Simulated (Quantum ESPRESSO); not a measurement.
WC:

```xyz
4
Lattice="2.6257 0.0233 0.0782 -1.2927 2.9612 -0.1659 0.1525 -0.2855 4.7372" Properties=species:S:1:pos:R:3 pbc="T T T"
W     0.1595   -0.2808    4.7367
W     0.0771   -0.1181    2.3549
C     1.3681    0.8949    1.1706
C     1.4157    0.7954    3.5745
```

Base run:

* Program: Quantum ESPRESSO 7.5
* Functional: PBE
* Potentials or basis: SSSP 1.3 efficiency PBE
* Cutoff: 748 eV
* Density cutoff: 5987 eV
* k mesh: 11 × 9 × 6
* Occupations: fermi-dirac, width 0.05 eV
* Spin: no spin polarisation

Its results: band gap on the k mesh none (metal or under the smearing width); pressure 121.9 GPa; largest force 5.263 eV/Å.

Task: The run is repeated on the same cell with these changes: functional from PBE to vdW-DF2; occupations from fermi-dirac, width 0.05 eV to methfessel-paxton, width 0.136 eV. What comes out?

Result: Band gap on the k mesh none (metal or under the smearing width); pressure 145.4 GPa; largest force 5.470 eV/Å.

Caveats: the cell as given lies far from equilibrium; so large a pressure means that the cell lies far from this level's equilibrium, or that cutoff or potentials fall short; forces of over 1 eV/Å show positions far from the minimum, so gaps and moduli don't describe the material at rest (some runs); the potentials were made for another functional, which shifts forces and pressure (some runs).
